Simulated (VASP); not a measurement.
**Ir: single point with r2SCAN**

Crystal: Ir.

```xyz
1
Lattice="-1.5439 1.5439 1.5439 1.5439 -1.5439 1.5439 1.5439 1.5439 -1.5439" Properties=species:S:1:pos:R:3 pbc="T T T"
Ir    0.0000    0.0000    0.0000
```

The cell was built by a generator and needn't be a form met in nature.

- Program: VASP 6.6.1
- Task: single point
- Functional: r2SCAN
- Potentials or basis: VASP PAW PBE potentials, release 64 (Ir)
- Cutoff: 520 eV
- k mesh: 18 × 18 × 18
- Occupations: gaussian, width 0.05 eV
- Spin: no spin polarisation

```yaml
Pressure: 2.3 GPa
Band_gap_on_the_k_mesh: none (metal or under the smearing width)
```

Levels at points of the mesh, in eV from the Fermi level:
```tsv
k point	band 1	band 2	band 3	band 4	band 5	band 6	band 7	band 8
(0.00, 0.00, 0.00)	-10.83	-3.62	-3.62	-3.62	-0.56	-0.56	17.93	17.93
(0.50, 0.00, 0.00)	-7.61	-5.49	-0.72	-0.06	0.02	2.32	8.28	13.82
(0.50, 0.50, 0.50)	-7.17	-7.17	1.61	1.61	1.61	8.36	8.36	8.36
```

Run time: 30 s on 1 thread of Intel(R) Xeon(R) 6975P-C (Granite Rapids) (shared host), peak memory 0.15 GiB.

Caveat: the PAW data sets were made with another functional, which shifts forces and pressure a little. The run has no spin-orbit coupling, so splittings on Ir are missing.
